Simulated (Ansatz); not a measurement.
## The polar optical mode of AlP at 35 GPa, worked through

All numbers below come from DFT LDA, scalar-relativistic, plane waves, PAW (Ansatz 0.2.0). Settings: 420 eV plane-wave cutoff, Γ-centred 10×10×10 mesh, fixed occupations. No spin polarisation. Phonons by linear response, acoustic sum rule imposed.

The cell, relaxed at 35 GPa:
```cif
data_structure
_symmetry_space_group_name_H-M 'F-43m'
_symmetry_Int_Tables_number 216
_cell_length_a 5.0159
_cell_length_b 5.0159
_cell_length_c 5.0159
_cell_angle_alpha 90.000
_cell_angle_beta 90.000
_cell_angle_gamma 90.000
_cell_volume 126.20
loop_
_atom_site_label
_atom_site_type_symbol
_atom_site_symmetry_multiplicity
_atom_site_Wyckoff_symbol
_atom_site_fract_x
_atom_site_fract_y
_atom_site_fract_z
_atom_site_occupancy
Al1 Al 4 a 0.00000 0.00000 0.00000 1
P1 P 4 c 0.25000 0.25000 0.25000 1
```

Other phases may be more stable at this pressure. The bands were filled as in an insulator; under compression the gap may have closed between mesh points.

Linear response gives ν_TO = 583.3 cm⁻¹, Born charges ±2.084 e (positive on Al) and ε∞ = 8.522. The primitive cell holds 31.550 Å³, and the masses are 26.982 and 30.974 amu.

**Question.** Find ν_LO and the static dielectric constant.

**Answer.** The long-wave field adds a restoring force: ω_LO² − ω_TO² = Z*²e²/(ε_vac ε∞ μV). In these units ν_LO² − ν_TO² = 4.92064×10⁷ Z*²/(μ V ε∞) cm⁻², with μ = m₁m₂/(m₁ + m₂) = 14.420 amu: 55127 cm⁻². So ν_LO = √(583.3² + 55127) = 628.7 cm⁻¹, and the run gives 628.7. Lyddane–Sachs–Teller then gives ε0 = ε∞ (ν_LO/ν_TO)² = 9.90, against 9.90 in the run (it forms both from the same three quantities, so the match checks the arithmetic only). Between ν_TO and ν_LO the dielectric function is negative and an undamped crystal reflects fully: a reststrahlen band from 15.9 to 17.1 μm.

**Question.** What do the Clausius–Mossotti polarisability and the Szigeti charge come to?

**Answer.** With the Lorentz local field, α = (3V/4π)(ε∞ − 1)/(ε∞ + 2) = 5.38 Å³ for the pair, and e_S = 3Z*/(ε∞ + 2) = 0.59 e. The Born charge includes the electrons' response to the dipole's own local field, and e_S takes that enhancement out. The Lorentz field assumes point-like polarisable ions, a poor picture once ε∞ is this large, since the electron clouds then overlap or are shared, so both numbers are formal here.

**Question.** How strongly does a slow electron couple to the LO mode?

**Answer.** For one isotropic parabolic band, Fröhlich's constant is α_F = (1/ε∞ − 1/ε0) √(m* Ry/ħω_LO), with Ry = 13.606 eV, ħω_LO = 78.0 meV and m* in free-electron masses: α_F = 0.0164 × 13.21 × √m* = 0.22 √m*. The band mass isn't part of this run; for m* = 0.1, 0.3 and 1 it gives 0.07, 0.12, 0.22. In weak coupling the polaron lies α_F ħω_LO below the band edge (9 meV at m* = 0.3) with a mass m*(1 + α_F/6); past α_F of about 5 or 6 that expansion fails. A semilocal functional's ε∞ tends to be too large, which taken alone lowers α_F.

Cost: 1 run of about 0.73 core-minutes, on Intel Xeon Processor @ 2.70GHz (shared hosts).

Compressed zinc-blende AlP comes out as a stiff, only moderately polar lattice. Most of its static screening is electronic: the lattice raises the dielectric constant only from 8.522 to 9.90. The bonds are polar-covalent, built from sp³ hybrids with the valence charge drawn towards the more electronegative phosphorus. The Born charge of 2.084 e is sizeable, but it measures the polarisation created when the atoms move, not a static ionic charge. Its effect is held down by strong electronic screening, which weakens the long-range field behind the LO–TO splitting, and by a large short-range restoring force, which limits the ionic displacement in a static field.

The same small gap between the two dielectric constants keeps the Fröhlich coupling weak for every band mass tried, and the high LO energy lowers it further. Polar coupling alone therefore gives no sign of a self-trapped electron. The real TO frequency at the zone centre doesn't establish dynamical stability, since in compressed tetrahedral semiconductors it is typically the transverse acoustic modes near the zone boundary that soften.
